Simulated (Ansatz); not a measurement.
# CaSe (Fm-3m) in Ansatz: a series of runs, part 2 of 2

Ansatz 0.2.0. Earlier steps stand in the parts before.

## (5) Band structure, PBEsol

File input.yaml:

```yaml
crystal:
  lattice:
    - [0.0, 2.956, 2.956]
    - [2.956, 0.0, 2.956]
    - [2.956, 2.956, 0.0]
  atoms:
    - { symbol: Se, position: [0.5, 0.5, 0.5] }
    - { symbol: Ca, position: [0.0, 0.0, 0.0] }
kpoints:
  mp_grid: { grid: [8, 8, 8] }
  band_path:
    path:
      - [0.0, 0.0, 0.0]
      - [0.5, 0.0, 0.5]
      - [0.5, 0.25, 0.75]
      - [0.375, 0.375, 0.75]
      - [0.0, 0.0, 0.0]
      - [0.5, 0.5, 0.5]
      - [0.625, 0.25, 0.625]
      - [0.5, 0.25, 0.75]
    npoints: 6
scf:
  occupations: { method: fermi_dirac, width: 0.05 }
hamiltonian:
  xc: pbesol
  pseudopotentials:
    kind: all_electron
    lapw: { basis_error: 0.001 }
    dirac_shells: { Ca: ["2p"], Se: ["3p"] }
output:
  forces: true
  stress: true
  eigenvalues: true
```

Potentials or basis: all-electron LAPW, inner shells corrected to Dirac's equation.

Run with:

```
> ansatz run input.yaml --threads 1 --pin off --max-ram 3072MiB --backend cpu --events-out ev --progress --plain --runs-dir out
```

Output:

```text
Warning: RAYON_NUM_THREADS=1 ignored (pool sized by the plan → 1); use --threads N
LAPW: plane waves up to 6.691 Å⁻¹, error target 1.0e-3 eV per atom; small_component_spin mean_spin; Ca in spheres of 1.469 Å, 10 of its electrons in bands, Dirac shells [2p]; Se in spheres of 1.487 Å, 24 of its electrons in bands, Dirac shells [2p, 3p] (how accurate: hamiltonian.pseudopotentials.lapw.basis_error, Limitations)
Engine: ansatz 0.2.0, x86_64-unknown-linux-gnu
Pseudopotentials: kind: all_electron
Pseudopotential: Se, LAPW, valence charge 24, lapw/all_electron/scalar/gaussian/Se, Koelling and Harmon's equation with Dirac's for 2p 3p, gaussian nucleus
[... 44 lines left out ...]
--- Forces (eV/Å), atoms counted from 1 ---
  atom   1  Se    -0.00000000     0.00000000     0.00000000
  atom   2  Ca    -0.00000000     0.00000000    -0.00000000
  max |Σ_I F_I| component: 1.34e-30 eV/Å
--- Stress (GPa, compression-positive) ---
       -1.103280       0.000000      -0.000000
        0.000000      -1.103280       0.000000
       -0.000000       0.000000      -1.103280
  P = ⅓ Tr σ = -1.1033 GPa (-11.033 kbar)
--- Band table (eV; the first three rows and the last of 29) ---
  k-point 0: bands = ["-198.3049", "-137.9687", "-137.9687", "-137.9687", "-38.4181", "-38.4181", "-38.4125", "-38.4125", "-38.4125", "-32.0439", "-13.1156", "-13.1156", "-13.1156", "-4.3278", "7.5030", "7.5030", "7.5030", "10.6967", "11.1600", "11.1600", "11.1600"]
  k-point 1: bands = ["-198.3049", "-137.9687", "-137.9687", "-137.9687", "-38.4181", "-38.4181", "-38.4125", "-38.4125", "-38.4125", "-32.0428", "-13.1335", "-13.1167", "-13.1167", "-4.2338", "6.7136", "7.2598", "7.2598", "11.0245", "11.3754", "11.3754", "11.7296"]
  k-point 2: bands = ["-198.3049", "-137.9687", "-137.9687", "-137.9687", "-38.4181", "-38.4181", "-38.4125", "-38.4125", "-38.4125", "-32.0403", "-13.1762", "-13.1195", "-13.1195", "-3.9952", "5.4600", "6.7943", "6.7943", "11.1379", "11.9008", "11.9008", "13.1555"]
  k-point 28: bands = ["-198.3049", "-137.9687", "-137.9687", "-137.9687", "-38.4183", "-38.4181", "-38.4125", "-38.4125", "-38.4123", "-32.0343", "-13.1757", "-13.1757", "-13.1568", "-3.6519", "5.4869", "5.4869", "5.8051", "11.8563", "11.8563", "12.7134", "13.2392"]
```

bands.tsv:

```text
# k_distance	band_0	band_1	band_2	band_3	band_4	band_5	band_6	band_7	band_8	band_9	band_10	band_11	band_12	band_13	band_14	band_15	band_16	band_17	band_18	band_19	band_20
# fermi_ev = 8.471081
[... 17 lines left out ...]
0.885654	-206.775965	-146.439830	-146.439830	-146.439830	-46.889397	-46.889098	-46.883656	-46.883416	-46.883416	-40.505940	-21.668740	-21.618764	-21.618764	-12.233085	-3.537825	-1.881193	-1.881193	1.051223	4.014055	4.052594	5.049572
[... 35 lines left out ...]
4.981528	-206.775965	-146.439830	-146.439830	-146.439830	-46.889342	-46.889144	-46.883555	-46.883521	-46.883406	-40.505358	-21.649975	-21.644766	-21.626447	-12.124161	-3.067688	-2.938264	-2.612683	3.109142	3.656403	4.261850	4.776691
5.044153	-206.775965	-146.439830	-146.439830	-146.439830	-46.889344	-46.889148	-46.883539	-46.883539	-46.883407	-40.505341	-21.646801	-21.646801	-21.627890	-12.123005	-2.984174	-2.984174	-2.665951	3.385214	3.385214	4.242275	4.768150
```

It took 3.9 s on 1 thread of Intel Xeon 6975P-C (Granite Rapids), shared host; peak memory 0.28 GiB.

Results:

| Item | Value |
| --- | --- |
| Free energy | -84580.3458 eV |
| Pressure | -1.1 GPa |
| Band gap on the k mesh | 1.93 eV, indirect (least direct gap 2.88 eV) |
| Band gap along the path | 1.93 eV, indirect (least direct gap 2.88 eV) |

Levels at the corners of the path, in eV from the valence-band top:
```csv
point,band 13,band 14,band 15,band 16,band 17,band 18,band 19,band 20,band 21
Γ,-20.62,-11.83,0.00,0.00,0.00,3.19,3.66,3.66,3.66
X,-20.65,-11.25,-2.56,-0.95,-0.95,1.93,4.96,5.04,6.03
W,-20.66,-11.15,-2.02,-2.02,-1.70,4.35,4.35,5.21,5.74
K,-20.64,-11.17,-2.29,-2.08,-1.13,3.20,5.66,5.71,5.71
Γ,-20.62,-11.83,0.00,0.00,0.00,3.19,3.66,3.66,3.66
L,-20.63,-11.12,-3.33,-1.21,-1.21,4.38,5.45,5.50,5.50
U,-20.64,-11.17,-2.29,-2.08,-1.13,3.20,5.66,5.71,5.71
W,-20.66,-11.15,-2.02,-2.02,-1.70,4.35,4.35,5.21,5.74
```

## (6) Band structure, PBEsol

input.yaml, as its differences from that of step 5:

```diff
@@ -9,3 +9,3 @@
 kpoints:
-  mp_grid: { grid: [8, 8, 8] }
+  mp_grid: { grid: [6, 6, 6] }
   band_path:
@@ -20,3 +20,3 @@
       - [0.5, 0.25, 0.75]
-    npoints: 6
+    npoints: 8
 scf:
@@ -25,6 +25,3 @@
   xc: pbesol
-  pseudopotentials:
-    kind: all_electron
-    lapw: { basis_error: 0.001 }
-    dirac_shells: { Ca: ["2p"], Se: ["3p"] }
+  pseudopotentials: { kind: all_electron, lapw: { basis_error: 0.001 } }
 output:
```

Potentials or basis: all-electron LAPW, scalar-relativistic.

Run with:

```
> ansatz run input.yaml --threads 1 --pin off --max-ram 3072MiB --backend cpu --events-out ev --progress --plain --runs-dir out
```

Wall time 7.1 s (1 thread of Arm Neoverse V1, shared host); peak memory 0.23 GiB.

The run converged. Its results:

- Free energy: -84576.2598 eV
- Pressure: -1.1 GPa
- Band gap on the k mesh: 1.93 eV, indirect (least direct gap 2.88 eV)
- Band gap along the path: 1.93 eV, indirect (least direct gap 2.88 eV)

Levels at the corners of the path, in eV from the valence-band top:
```csv
point,band 15,band 16,band 17,band 18,band 19,band 20
Γ,0.00,0.00,0.00,3.19,3.66,3.66
X,-2.56,-0.95,-0.95,1.93,4.95,5.04
W,-2.02,-2.02,-1.70,4.35,4.35,5.21
K,-2.29,-2.08,-1.13,3.20,5.66,5.71
Γ,0.00,0.00,0.00,3.19,3.66,3.66
L,-3.33,-1.21,-1.21,4.38,5.45,5.49
U,-2.29,-2.08,-1.13,3.20,5.66,5.71
W,-2.02,-2.02,-1.70,4.35,4.35,5.21
```

## (7) Band structure, PBEsol, spin-orbit coupling, no magnetisation

input.yaml, as its differences from that of step 6:

```diff
@@ -26,2 +26,5 @@
   pseudopotentials: { kind: all_electron, lapw: { basis_error: 0.001 } }
+magnetization:
+  noncollinear: true
+  spin_orbit: true
 output:
```

Potentials or basis: all-electron LAPW, relativistic spinors.

Run with:

```
> ansatz run input.yaml --threads 1 --pin off --max-ram 3072MiB --backend cpu --events-out ev --progress --plain --runs-dir out
```

Wall time 55 s (1 thread of Arm Neoverse V1, shared host); peak memory 0.36 GiB.

It converged, with:

```yaml
Free_energy: -84580.4154 eV
Pressure: -1.1 GPa
Band_gap_on_the_k_mesh: 1.80 eV, indirect (least direct gap 2.77 eV)
Band_gap_along_the_path: 1.80 eV, indirect (least direct gap 2.77 eV)
```

Levels at the corners of the path, in eV from the valence-band top:
| point | band 30 | band 31 | band 32 | band 33 | band 34 | band 35 | band 36 | band 37 | band 38 | band 39 |
| --- | --- | --- | --- | --- | --- | --- | --- | --- | --- | --- |
| Γ | -0.42 | 0.00 | 0.00 | 0.00 | 0.00 | 3.06 | 3.06 | 3.52 | 3.52 | 3.52 |
| X | -2.71 | -1.19 | -1.19 | -0.97 | -0.97 | 1.80 | 1.80 | 4.82 | 4.82 | 4.91 |
| W | -2.27 | -2.08 | -2.08 | -1.80 | -1.80 | 4.19 | 4.19 | 4.24 | 4.24 | 5.07 |
| K | -2.47 | -2.20 | -2.20 | -1.25 | -1.25 | 3.06 | 3.06 | 5.52 | 5.52 | 5.57 |
| Γ | -0.42 | 0.00 | 0.00 | 0.00 | 0.00 | 3.06 | 3.06 | 3.52 | 3.52 | 3.52 |
| L | -3.48 | -1.45 | -1.45 | -1.25 | -1.25 | 4.25 | 4.25 | 5.31 | 5.31 | 5.36 |
| U | -2.47 | -2.20 | -2.20 | -1.25 | -1.25 | 3.06 | 3.06 | 5.52 | 5.52 | 5.57 |
| W | -2.27 | -2.08 | -2.08 | -1.80 | -1.80 | 4.19 | 4.19 | 4.24 | 4.24 | 5.07 |

## (8) The runs side by side

```csv
potentials or basis,spin,k mesh,cutoff (eV),basis error allowed,gap on the mesh (eV),pressure (GPa)
"all-electron LAPW, scalar-relativistic",off,8 × 8 × 8,171,0.001 eV/atom,1.93,-1.1
"all-electron LAPW, non-relativistic",off,8 × 8 × 8,170,0.001 eV/atom,1.91,-0.8
all-electron PAW datasets made for the crystal,off,8 × 8 × 8,220,-,1.93,-1.1
"all-electron LAPW, inner shells corrected to Dirac's equation",off,8 × 8 × 8,171,0.001 eV/atom,1.93,-1.1
"all-electron LAPW, scalar-relativistic",off,6 × 6 × 6,171,0.001 eV/atom,1.93,-1.1
"all-electron LAPW, relativistic spinors","SOC, no magnetisation",6 × 6 × 6,171,0.001 eV/atom,1.80,-1.1
```

Alike in all rows: task band structure; level PBEsol; cell as given; smearing fermi-dirac 0.05 eV.

Caveats: relativity is left out, which matters for the heavier elements (some runs).

Compare energies only between runs with the same functional and basis.

## (9) How close it comes

Step 2. A measured gap of CaSe is 3.85 eV (indirect; 2 K; a printed reference work, monograph, original work of 1988); the calculated 1.93 eV misses it by -1.92 eV. Spin-orbit coupling on Se is left out. The value is that of PBEsol, without temperature or zero-point motion. Semilocal functionals fall short of measured gaps as a rule.

Step 3. A measured gap of CaSe is 3.85 eV (indirect; 2 K; a printed reference work, monograph, original work of 1988); the calculated 1.91 eV misses it by -1.94 eV. So large a miss can be the level of theory's own, or it may mean another phase, state or a wrong row. Spin-orbit coupling on Se is left out. The value is that of PBEsol, without temperature or zero-point motion. Semilocal functionals fall short of measured gaps as a rule.

Step 4. Against the measured gap of CaSe, 3.85 eV (indirect; 2 K; a printed reference work, monograph, original work of 1988), the calculated 1.93 eV is off by -1.92 eV. Spin-orbit coupling on Se is left out. The value is that of PBEsol, without temperature or zero-point motion. Semilocal functionals fall short of measured gaps as a rule.

Step 5. Measured gap of CaSe: 3.85 eV (indirect; 2 K; a printed reference work, monograph, original work of 1988). This calculation gives 1.93 eV (-1.92 eV). Spin-orbit coupling on Se is left out. The value is that of PBEsol, without temperature or zero-point motion. Semilocal functionals fall short of measured gaps as a rule.

Step 6. A measured gap of CaSe is 3.85 eV (indirect; 2 K; a printed reference work, monograph, original work of 1988); the calculated 1.93 eV misses it by -1.92 eV. Spin-orbit coupling on Se is left out. The value is that of PBEsol, without temperature or zero-point motion. Semilocal functionals fall short of measured gaps as a rule.

Step 7. Against the measured gap of CaSe, 3.85 eV (indirect; 2 K; a printed reference work, monograph, original work of 1988), the calculated 1.80 eV is off by -2.05 eV. So large a miss can be the level of theory's own, or it may mean another phase, state or a wrong row. The value is that of PBEsol, without temperature or zero-point motion. Semilocal functionals fall short of measured gaps as a rule.
